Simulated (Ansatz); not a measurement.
The system is Yb.

```
Yb
1.0
     3.87990    0.00000    0.00000
    -1.93995    3.36009    0.00000
     0.00000    0.00000    6.38590
Yb
2
Cartesian
  1.9400 1.1200 4.7894
  0.0000 2.2401 1.5965
```

This isn't the form of Yb at room conditions, which is fcc.

Base run:

| Item | Value |
| --- | --- |
| Program | Ansatz 0.2.0 |
| Functional | PBEsol |
| Potentials or basis | all-electron LAPW, scalar-relativistic |
| Cutoff | 171 eV (chosen from the basis error) |
| Basis error allowed | 0.001 eV/atom |
| k mesh | 8 × 8 × 4 |
| Occupations | fermi-dirac, width 0.05 eV |
| Spin | collinear spin, ferromagnetic start |
| Starting moments | [1.0, 1.0] μB |

Its results: pressure -3.3 GPa; net moment 0.00 μB per cell.

Question: After a change of settings the same cell gave: pressure -2.4 GPa; net moment 0.00 μB per cell. Which change was it?
A. hubbard terms from none to Yb f U = 8 eV
B. hubbard terms from none to Yb f U = 2 eV
C. potentials or basis from all-electron LAPW, scalar-relativistic to all-electron PAW datasets made for the crystal
D. potentials or basis from all-electron LAPW, scalar-relativistic to all-electron LAPW, inner shells corrected to Dirac's equation

Answer: B.

Caveats: an open f shell can end in a state above the lowest; the starting moments weren't kept (some runs); the magnetic state may not be the lowest (some runs); U is the effective U less J, on atomic orbitals that reach past the spheres (some runs).
